## Which program made which row, and does it matter?

**Question.** I have five PBE calculations on one carbon crystal, each from a different program. The largest force on an atom agrees to about 0.002 eV/Å, less than one percent of its value, while the pressures differ by up to half a gigapascal.

Kohn-Sham DFT with the PBE functional for carbon in a hexagonal cell of 8 atoms (P6_3/mmc), at the given geometry, without spin polarisation, spin-orbit coupling or dispersion correction. All runs use a 12×12×4 k mesh and Fermi-Dirac smearing of 0.05 eV. Pressure is positive in compression, and basis values in eV are plane-wave cutoffs. Candidates: Ansatz LAPW, GPAW, DFTK, Quantum ESPRESSO, Octopus.

| row | pressure (GPa) | largest force (eV/Å) |
| --- | --- | --- |
| A | 2.230 | 0.32800 |
| B | 2.420 | 0.33000 |
| C | 1.900 | 0.32900 |
| D | n/a | 0.33000 |
| E | 2.420 | 0.32900 |

The same runs also gave band gaps on a common k mesh. Rows D and E have 4.47 eV, and the other three lie between 4.41 and 4.43 eV. Can the rows be assigned to the programs? And why would programs that agree so well on forces disagree on pressure?

**Answer.** Only two of the five rows can be assigned with some confidence, and the clue is the gap. The forces are of no use here, because they differ by at most two units in the third decimal, where the values are rounded; the zeros after it are only padding.

D and E have gaps within 1 meV of each other and about 45 meV above the nearest of the other rows. In these runs, two of the candidates, Octopus and DFTK, share a kind of potential: both use norm-conserving PseudoDojo potentials for carbon. They represent the electrons very differently, one on a grid in real space and the other with plane waves. If both are well converged, the common potential should still give them nearly the same gap, so D and E are probably these two.

To tell them apart I use the pressure column, where D has no entry. Plane-wave programs deliver the stress routinely, while for a real-space grid it is less of a standard product. That makes D Octopus and E DFTK. This step rests on what programs usually report and is weaker than the pairing itself.

A, B and C remain ambiguous among Ansatz LAPW, Quantum ESPRESSO and GPAW, which leaves six possible orders. It is tempting to give the lowest pressure to the run with the lowest plane-wave cutoff, since too small a basis tends to lower the computed pressure. But a cutoff that is generous for one potential may be tight for another, so I would not assign rows that way. Here are the labels.

The rows with their labels:

| program | potentials | basis | pressure (GPa) | largest force (eV/Å) |
| --- | --- | --- | --- | --- |
| Octopus | pseudodojo_pbe | default | n/a | 0.33000 |
| GPAW | GPAW PAW data sets (gpaw data 1.2.1) | 800 eV | 1.900 | 0.32900 |
| Ansatz LAPW | all electron LAPW, scalar relativistic | 0.001 eV/atom basis error | 2.230 | 0.32800 |
| Quantum ESPRESSO | SSSP 1.3 efficiency PBE | 748 eV | 2.420 | 0.33000 |
| DFTK | dojo.nc.sr.pbe.v0_4_1.standard | 1116 eV | 2.420 | 0.32900 |

The pair was right, and so was the split. The cutoff rule would have failed: Quantum ESPRESSO has a lower cutoff than GPAW and yet the higher pressure. The tie in pressure between B and E would have misled you too, because these two runs use different potentials and their gaps differ clearly. Agreement in one quantity doesn't show that two calculations are alike in others.

**What the programs agree on.** The crystal is 4H diamond, a stacking variant in which every atom has four bonds. In this unrelaxed cell they are equally long and point in ideal tetrahedral directions. The four runs that report a stress all find the cell compressed along the stacking axis $c$ and under tension in the plane. The two stresses differ by 12.3 GPa, and the programs agree on this difference to about 0.02 GPa. A pressure near 2 GPa is therefore an average over a strong compression along $c$ and a much weaker tension in the plane, and the cell is far from evenly loaded.

This common part belongs to this unrelaxed cell in PBE, not to one program. In cubic diamond, symmetry holds the bonds at their ideal directions and makes the forces vanish. In 4H diamond the symmetry is lower, and some bonds along $c$ have the neighbouring bonds at their two ends eclipsed, one set directly above the other. A plausible cause, which these runs don't test, is that these sets repel each other and push the layers apart. An unrelaxed cell with ideal proportions then shows forces along $c$ and a compressive stress in that direction.

**What the programs disagree on.** The disagreement is nearly the same in every direction. From Quantum ESPRESSO to GPAW, the in-plane stress shifts by −0.53 GPa and the stress along $c$ by −0.52 GPa. It is as if one program simply made all bonds push a little harder than the other. A simple model shows why such a difference would appear in the pressure and hardly at all in the forces.

Suppose two calculations differ by the same extra push $f$ along every bond. Each atom then feels four extra pushes of equal size, pointing in the four directions of a tetrahedron. These add up to zero, so the force on the atom doesn't change. In the pressure they add instead, because every bond presses outwards on the cell, and the tetrahedral arrangement spreads this pressure evenly over all directions.

The size of $f$ follows from the work done when the crystal expands evenly. Four bonds, each shared by two atoms, make two bonds per atom. With bond length $r$, volume per atom $V$ and pressure difference $\Delta P$, the balance is

$$3\,\Delta P\,V = 2\,r f .$$

The largest pressure difference in the table is 0.52 GPa, or 0.00325 eV/Å³. With the volume and bond length of this cell,

$$f = \frac{3 \times 0.00325 \times 5.67}{2 \times 1.544} \approx 0.018\ \text{eV/Å}.$$

This push is about nine times the whole spread of the largest forces. A disagreement of that size on every bond could thus sit in the calculations and leave the force column almost untouched. The cancellation needs bond directions that balance one another, as the four tetrahedral ones do here; around an atom with lopsided surroundings, such pushes would leave a net force. The printed output after this answer lists the stresses and differences behind the comparison.

The model shows how such a pattern can arise, but it doesn't identify the source. The potentials may differ slightly in how strongly they make the atoms repel. An incomplete plane-wave basis would leave much the same trace: its resolution changes when the cell is stretched, which alters the stress almost evenly in all directions, but stays the same when atoms move inside a fixed cell. These results can't separate the two. Nor can the all-electron Ansatz run act as judge for the pressure, since its correction for this basis effect has been taken off.

**What this means in use.** For the largest force in this cell, the five programs are interchangeable to about 0.002 eV/Å; other geometries were not compared. For the volume, half a gigapascal matters little in a crystal as stiff as diamond, whose bulk modulus is several hundred gigapascals: the shift is roughly a tenth of a percent. If you compare pressures, keep to one program, one potential and one basis, so that the common offset largely drops out. Agreement on forces is no evidence that the pressures agree as well.

Output of the analysis:

```
Clues and stresses by run:
               row  mesh_gap_eV  in_plane_stress_GPa  stress_along_c_GPa  c_less_in_plane_GPa
           Octopus        4.475                  n/a                 n/a                  n/a
              GPAW        4.413               -2.206                10.1                12.31
       Ansatz LAPW        4.421               -1.868               10.43                 12.3
  Quantum ESPRESSO        4.429               -1.674               10.62                 12.3
              DFTK        4.474               -1.674               10.62                12.29
Spread of the largest force, eV/angstrom: 0.002
Spread of the largest force, percent of its median: 0.6079
Spread of the pressure, GPa: 0.52
Pressure, GPAW less Ansatz, GPa: -0.33
Pressure, Quantum ESPRESSO less Ansatz, GPa: 0.19
Mean of stress along c less in plane, GPa: 12.3
Spread of stress along c less in plane, GPa: 0.01775
In-plane stress, GPAW less Quantum ESPRESSO, GPa: -0.5319
Stress along c, GPAW less Quantum ESPRESSO, GPa: -0.5188
Gap, Octopus less DFTK, meV: 0.598
Gap, DFTK less Quantum ESPRESSO, meV: 45.45
Gap, Quantum ESPRESSO less GPAW, meV: 15.56
Orders left for the three unresolved runs: 6
Ratio c/a of the cell: 3.266
Ratio c/a of ideal tetrahedral 4H stacking: 3.266
Push per bond that would give the pressure spread, eV/angstrom: 0.01788
That push over the spread of the largest force: 8.939
Force on the other site, GPAW less Quantum ESPRESSO, eV/angstrom: 0.00143
```
